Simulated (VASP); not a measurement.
# MgS (Fm-3m) in VASP: band structure with PBEsol

Aim: the band structure of MgS with PBEsol.

Everything below comes from runs of VASP 6.6.1. Logs are shortened: lines on timing, memory, paths and dates and some standing lists are left out, and cuts for length are marked.

## Step 1: The structure

Symmetry: Fm-3m, No. 225, cubic system. The conventional cell has a = 5.178 Å, b = 5.178 Å, c = 5.178 Å, α = 90.00°, β = 90.00°, γ = 90.00°. Around Mg (site symmetry m-3m) lie 6 S at 2.59 Å. S (site symmetry m-3m) has 6 Mg at 2.59 Å as nearest neighbours.

The cell was built by a generator and needn't be a form met in nature.

## Step 2: Band structure, PBEsol

Input file POSCAR:

```
MgS                                     
1.0
    0.0000000000      2.5891052662      2.5891052662
    2.5891052662     -0.0000000000      2.5891052662
    2.5891052662      2.5891052662     -0.0000000000
  Mg              S             
     1     1
Direct
     0.0000000000000000    0.0000000000000000    0.0000000000000000
     0.5000000000000000    0.5000000000000000    0.5000000000000000
```

Input file INCAR.step1:

```
PREC = Accurate
ENCUT = 520
EDIFF = 1E-6
ISMEAR = 0
SIGMA = 0.02
LREAL = F
LASPH = T
NELM = 80
ALGO = Normal
ISIF = 2
LWAVE = F
LCHARG = T
GGA = PS
NBANDS = 11
```

Input file KPOINTS.step1:

```
Automatic mesh
0
Gamma
  10 10 10
```

Input file INCAR.step2:

```
PREC = Accurate
ENCUT = 520
EDIFF = 1E-6
ISMEAR = 0
SIGMA = 0.05
LREAL = F
LASPH = T
NELM = 80
ALGO = Normal
ISIF = 2
LWAVE = F
LCHARG = F
GGA = PS
NBANDS = 11
ICHARG = 11
```

Input file KPOINTS.step2:

```
path GXWKGLUWLK,UX
15
line-mode
reciprocal
 0.0000000000  0.0000000000  0.0000000000  G
 0.5000000000  0.0000000000  0.5000000000  X

 0.5000000000  0.0000000000  0.5000000000  X
 0.5000000000  0.2500000000  0.7500000000  W

 0.5000000000  0.2500000000  0.7500000000  W
 0.3750000000  0.3750000000  0.7500000000  K

 0.3750000000  0.3750000000  0.7500000000  K
 0.0000000000  0.0000000000  0.0000000000  G

 0.0000000000  0.0000000000  0.0000000000  G
 0.5000000000  0.5000000000  0.5000000000  L

 0.5000000000  0.5000000000  0.5000000000  L
 0.6250000000  0.2500000000  0.6250000000  U

 0.6250000000  0.2500000000  0.6250000000  U
 0.5000000000  0.2500000000  0.7500000000  W

 0.5000000000  0.2500000000  0.7500000000  W
 0.5000000000  0.5000000000  0.5000000000  L

 0.5000000000  0.5000000000  0.5000000000  L
 0.3750000000  0.3750000000  0.7500000000  K

 0.6250000000  0.2500000000  0.6250000000  U
 0.5000000000  0.0000000000  0.5000000000  X
```

Potentials or basis: VASP PAW PBE potentials, release 64 (Mg, S).

The run is started by

```bash
$ cat potpaw_PBE.64/Mg/POTCAR potpaw_PBE.64/S/POTCAR > POTCAR
$ cp INCAR.step1 INCAR
$ cp KPOINTS.step1 KPOINTS
$ mpirun -np 1 vasp_std > vasp.out
$ cp INCAR.step2 INCAR
$ cp KPOINTS.step2 KPOINTS
$ mpirun -np 1 vasp_std > vasp.out
```

OUTCAR:

```text
PREC = Accurate
   ENCUT = 520
   EDIFF = 1E-6
   ISMEAR = 0
   LREAL = F
   LASPH = T
   NELM = 80
   ISIF = 2
   GGA = PS
   ICHARG = 11

 ion  position               nearest neighbor table
   1  0.000  0.000  0.000-   2 2.59   2 2.59   2 2.59   2 2.59   2 2.59   2 2.59
   2  0.500  0.500  0.500-   1 2.59   1 2.59   1 2.59   1 2.59   1 2.59   1 2.59

  LATTYP: Found a face centered cubic cell.
 ALAT       =     5.1782105324

  Lattice vectors:

 A1 = (   0.0000000000,   2.5891052662,   2.5891052662)
 A2 = (   2.5891052662,   0.0000000000,   2.5891052662)
 A3 = (   2.5891052662,   2.5891052662,   0.0000000000)

Analysis of symmetry for initial positions (statically):
=====================================================================
 Subroutine PRICEL returns:
 Original cell was already a primitive cell.

 Routine SETGRP: Setting up the symmetry group for a
 face centered cubic supercell.

 Subroutine GETGRP returns: Found 48 space group operations
 (whereof 48 operations were pure point group operations)
 out of a pool of 48 trial point group operations.

The static configuration has the point symmetry O_h .

Analysis of symmetry for dynamics (positions and initial velocities):
=====================================================================
 Subroutine PRICEL returns:
 Original cell was already a primitive cell.

 Routine SETGRP: Setting up the symmetry group for a
 face centered cubic supercell.

 Subroutine GETGRP returns: Found 48 space group operations
 (whereof 48 operations were pure point group operations)
 out of a pool of 48 trial point group operations.

The dynamic configuration has the point symmetry O_h .

 Subroutine INISYM returns: Found 48 space group operations
 (whereof 48 operations are pure point group operations),
 and found     1 'primitive' translations

----------------------------------------------------------------------------------------

                                     Primitive cell

  volume of cell :      34.7120

  direct lattice vectors                    reciprocal lattice vectors
     0.000000000  2.589105266  2.589105266    -0.193116907  0.193116907  0.193116907
     2.589105266  0.000000000  2.589105266     0.193116907 -0.193116907  0.193116907
     2.589105266  2.589105266  0.000000000     0.193116907  0.193116907 -0.193116907

  length of vectors
     3.661547782  3.661547782  3.661547782     0.334488294  0.334488294  0.334488294

  position of ions in fractional coordinates (direct lattice)
     0.000000000  0.000000000  0.000000000
     0.500000000  0.500000000  0.500000000

  ion indices of the primitive-cell ions
   primitive index   ion index
                 1           1
                 2           2

----------------------------------------------------------------------------------------

 KPOINTS: path GXWKGLUWLK,UX

Interpolating k-points between supplied coordinates.

 Line segments in fractional coordinates (reciprocal lattice):
    0.000000  0.000000  0.000000  ...  0.500000  0.000000  0.500000
    0.500000  0.000000  0.500000  ...  0.500000  0.250000  0.750000
    0.500000  0.250000  0.750000  ...  0.375000  0.375000  0.750000
    0.375000  0.375000  0.750000  ...  0.000000  0.000000  0.000000
    0.000000  0.000000  0.000000  ...  0.500000  0.500000  0.500000
    0.500000  0.500000  0.500000  ...  0.625000  0.250000  0.625000
    0.625000  0.250000  0.625000  ...  0.500000  0.250000  0.750000
    0.500000  0.250000  0.750000  ...  0.500000  0.500000  0.500000
    0.500000  0.500000  0.500000  ...  0.375000  0.375000  0.750000
    0.625000  0.250000  0.625000  ...  0.500000  0.000000  0.500000

 Generated    15 points on each line segment, for a total of    150 k-points:

 Following reciprocal coordinates:
            Coordinates               Weight
  0.000000  0.000000  0.000000      0.006667
  0.035714  0.000000  0.035714      0.006667
  0.071429  0.000000  0.071429      0.006667
  0.107143  0.000000  0.107143      0.006667
  0.142857  0.000000  0.142857      0.006667
  0.178571  0.000000  0.178571      0.006667
[... 16 lines left out ...]
  0.500000  0.125000  0.625000      0.006667
  0.500000  0.142857  0.642857      0.006667
 [... further k-points ...]
   k-points           NKPTS =    150   k-points in BZ     NKDIM =    150   number of bands    NBANDS=     11
   number of dos      NEDOS =    301   number of ions     NIONS =      2
   total plane-waves  NPLWV =  21952
   dimension x,y,z NGX =    28 NGY =   28 NGZ =   28
   dimension x,y,z NGXF=    56 NGYF=   56 NGZF=   56
   ions per type =               1   1
   NGX,Y,Z   is equivalent  to a cutoff of  12.71, 12.71, 12.71 a.u.
   NGXF,Y,Z  is equivalent  to a cutoff of  25.43, 25.43, 25.43 a.u.
 SYSTEM =  unknown system
   PREC   = accura    normal or accurate (medium, high low for compatibility)
   ISTART =      0    job   : 0-new  1-cont  2-samecut
   ICHARG =     11    charge: 1-file 2-atom 10-const
   ISPIN  =      1    spin polarized calculation?
   LNONCOLLINEAR =      F non collinear calculations
   LSORBIT =      F    spin-orbit coupling
   LASPH  =      T    aspherical Exc in radial PAW
   ENCUT  =  520.0 eV  38.22 Ry    6.18 a.u.   6.81  6.81  6.81*2*pi/ulx,y,z
   NELM   =     80;   NELMIN=  2; NELMDL=  0     # of ELM steps
   EDIFF  = 0.1E-05   stopping-criterion for ELM
   LREAL  =      F    real-space projection
   EDIFFG = 0.1E-04   stopping-criterion for IOM
   NSW    =      0    number of steps for IOM
   IBRION =     -1    ionic relax: 0-MD 1-quasi-New 2-CG
   NFREE  =      0    steps in history (QN), initial steepest desc. (CG)
   ISIF   =      2    stress and relaxation
   ISYM   =      2    0-nonsym 1-usesym 2-fastsym
   POTIM  = 0.5000    time-step for ionic-motion
   TEBEG  =    0.0;   TEEND  =   0.0 temperature during run
   PSTRESS=    0.0 pullay stress
   NELECT =       8.0000    total number of electrons
   NUPDOWN=      -1.0000    fix difference up-down
   EMIN   =  10.00;   EMAX   =-10.00  energy-range for DOS
   EFERMI =   0.00;   METHOD = LEGACY
   ISMEAR =     0;   SIGMA  =   0.05  broadening in eV -4-tet -1-fermi 0-gaus
   EFERMI_NEDOS =   21; number of points for ismear=-14 and -15
   IALGO  =     38    algorithm
   IMIX   =      4    mixing-type and parameters
     AMIX     =   0.40;   BMIX     =  1.00
     AMIX_MAG =   1.60;   BMIX_MAG =  1.00
  volume/ion in A,a.u.               =      17.36       117.12
  Fermi-wavevector in a.u.,A,eV,Ry     =   1.003718  1.896752 13.707192  1.007450
  Thomas-Fermi vector in A             =   2.136288
   LORBIT       =      0    0 simple, 1 ext, 2 COOP (PROOUT), +10 PAW based schemes
   GGA     = PS    functional components
   LHFCALC =     F    Hartree Fock is set to
   AEXX    =    0.0000 exact exchange contribution
   IVDW    =     0    specifies the selected vdW correction
   LEPSILON=     F    determine dielectric tensor
   LRPA    =     F    only Hartree local field effects (RPA)
 non-spin polarized calculation
 Gauss-broadening in eV      SIGMA  =   0.05
  energy-cutoff  :      520.00
  volume of cell :       34.71
 maximum number of plane-waves:       951
 NGX is ok and might be reduce to    28

 number of electron       7.9999999 magnetization

 Free energy of the ion-electron system (eV)
  ---------------------------------------------------
  ext. energy  EPLUGINS =         0.00000000
  ---------------------------------------------------
  free energy    TOTEN  =        -9.31566162 eV

  energy without entropy =       -9.31566162  energy(sigma->0) =       -9.31566162

 E-fermi :   4.0862     XC(G=0):  -9.8967

 val. band max:        3.8056128345   @ k =   0.0000   0.0000   0.0000
 cond. band min:       6.5399608844   @ k =   0.5000   0.0000   0.5000
 fundamental gap:      2.7343480499
 Fermi energy:         4.0862422043

 k-point     1 :       0.0000    0.0000    0.0000
  band No.  band energies     occupation
      1      -8.9616      2.00000
      2       3.8056      2.00000
      3       3.8056      2.00000
      4       3.8056      2.00000
      5       7.5130      0.00000
      6      11.6506      0.00000
      7      11.6506      0.00000
      8      11.6506      0.00000
      9      14.1330      0.00000
     10      14.1330      0.00000
     11      16.1362      0.00000

 k-point     2 :       0.0357    0.0000    0.0357
  band No.  band energies     occupation
      1      -8.9443      2.00000
      2       3.6933      2.00000
      3       3.7746      2.00000
      4       3.7746      2.00000
      5       7.6403      0.00000
      6      11.5415      0.00000
      7      11.7115      0.00000
      8      11.7115      0.00000
      9      13.8830      0.00000
     10      14.1551      0.00000
     11      16.3009      0.00000

 k-point     3 :       0.0714    0.0000    0.0714
  band No.  band energies     occupation
      1      -8.8926      2.00000
      2       3.3970      2.00000
      3       3.6855      2.00000
      4       3.6855      2.00000
      5       7.9778      0.00000
      6      11.2549      0.00000
      7      11.8895      0.00000
      8      11.8895      0.00000
      9      13.3060      0.00000
     10      14.2209      0.00000
     11      16.7540      0.00000
[... 267 lines left out ...]
 k-point    23 :       0.5000    0.1250    0.6250
  band No.  band energies     occupation
      1      -7.1844      2.00000
      2      -0.2748      2.00000
      3       1.4683      2.00000
      4       1.6815      2.00000
      5       7.5801      0.00000
      6       9.1412      0.00000
      7      13.9084      0.00000
      8      14.4286      0.00000
      9      17.4553      0.00000
     10      19.0117      0.00000
     11      19.2241      0.00000

 k-point    24 :       0.5000    0.1429    0.6429
  band No.  band energies     occupation
      1      -7.1791      2.00000
      2      -0.1972      2.00000
      3       1.3244      2.00000
      4       1.6074      2.00000
      5       7.8437      0.00000
      6       9.4475      0.00000
      7      13.4891      0.00000
      8      14.0700      0.00000
      9      17.5285      0.00000
     10      19.0759      0.00000
     11      19.1724      0.00000

 [... further k-points ...]

------------------------ aborting loop because EDIFF is reached ----------------------------------------

  FORCE on cell =-STRESS in cart. coord.  units (eV):
  Direction    XX          YY          ZZ          XY          YZ          ZX
  --------------------------------------------------------------------------------------
  -------------------------------------------------------------------------------------
  Total       -0.3724604     -0.3724604     -0.3724604      0.0000000     -0.0000000      0.0000000
  in kB      -17.1914127    -17.1914127    -17.1914127      0.0000000     -0.0000000      0.0000000
  external PRESSURE =     -17.1914127 kB  Pullay stress =       0.0000000 kB

 VOLUME and BASIS-vectors are now :
 -----------------------------------------------------------------------------
  energy-cutoff  :      520.00
  volume of cell :       34.71
      direct lattice vectors                 reciprocal lattice vectors
     0.000000000  2.589105266  2.589105266    -0.193116907  0.193116907  0.193116907
     2.589105266  0.000000000  2.589105266     0.193116907 -0.193116907  0.193116907
     2.589105266  2.589105266  0.000000000     0.193116907  0.193116907 -0.193116907

 POSITION                                       TOTAL-FORCE (eV/Angst)
 -----------------------------------------------------------------------------------
      0.00000      0.00000      0.00000         0.000000      0.000000      0.000000
      2.58911      2.58911      2.58911        -0.000000     -0.000000     -0.000000
 -----------------------------------------------------------------------------------
    total drift:                                0.000000      0.000000      0.000000

  FREE ENERGIE OF THE ION-ELECTRON SYSTEM (eV)
  ---------------------------------------------------
  free  energy   TOTEN  =        -9.3156616169 eV

  energy  without entropy=       -9.3156616169  energy(sigma->0) =       -9.31566162
```

Run time: 56 s. Hardware: 1 thread of Intel Xeon Platinum 8375C at 2.90GHz (Ice Lake), shared host; peak memory 0.19 GiB.

Results:

- Band gap on the k mesh: 2.73 eV, indirect (least direct gap 3.71 eV)
- Band gap along the path: 2.73 eV, indirect (least direct gap 3.71 eV)

Levels at the corners of the path, in eV from the valence-band top:
```csv
point,band 1,band 2,band 3,band 4,band 5,band 6,band 7,band 8
Γ,-12.77,0.00,0.00,0.00,3.71,7.85,7.85,7.85
X,-11.01,-4.34,-1.74,-1.74,2.73,4.20,12.01,12.86
X,-11.01,-4.34,-1.74,-1.74,2.73,4.20,12.01,12.86
W,-10.97,-3.35,-3.35,-2.44,5.27,7.87,7.87,8.04
W,-10.97,-3.35,-3.35,-2.44,5.27,7.87,7.87,8.04
K,-11.01,-3.83,-3.29,-1.41,3.84,6.62,9.71,10.06
K,-11.01,-3.83,-3.29,-1.41,3.84,6.62,9.71,10.06
Γ,-12.77,0.00,0.00,0.00,3.71,7.85,7.85,7.85
Γ,-12.77,0.00,0.00,0.00,3.71,7.85,7.85,7.85
L,-11.40,-4.97,-0.62,-0.62,4.42,6.84,6.84,10.22
L,-11.40,-4.97,-0.62,-0.62,4.42,6.84,6.84,10.22
U,-11.01,-3.83,-3.29,-1.41,3.84,6.62,9.71,10.06
U,-11.01,-3.83,-3.29,-1.41,3.84,6.62,9.71,10.06
W,-10.97,-3.35,-3.35,-2.44,5.27,7.87,7.87,8.04
W,-10.97,-3.35,-3.35,-2.44,5.27,7.87,7.87,8.04
L,-11.40,-4.97,-0.62,-0.62,4.42,6.84,6.84,10.22
L,-11.40,-4.97,-0.62,-0.62,4.42,6.84,6.84,10.22
K,-11.01,-3.83,-3.29,-1.41,3.84,6.62,9.71,10.06
U,-11.01,-3.83,-3.29,-1.41,3.84,6.62,9.71,10.06
X,-11.01,-4.34,-1.74,-1.74,2.73,4.20,12.01,12.86
```

Caveat: the log is that of the step along the path at fixed density, whose energy, stress, charges and moments have no meaning; the PAW data sets were made with another functional, which shifts forces and pressure a little. Expect the measured gap to be larger: semilocal functionals such as PBEsol lack the derivative discontinuity.
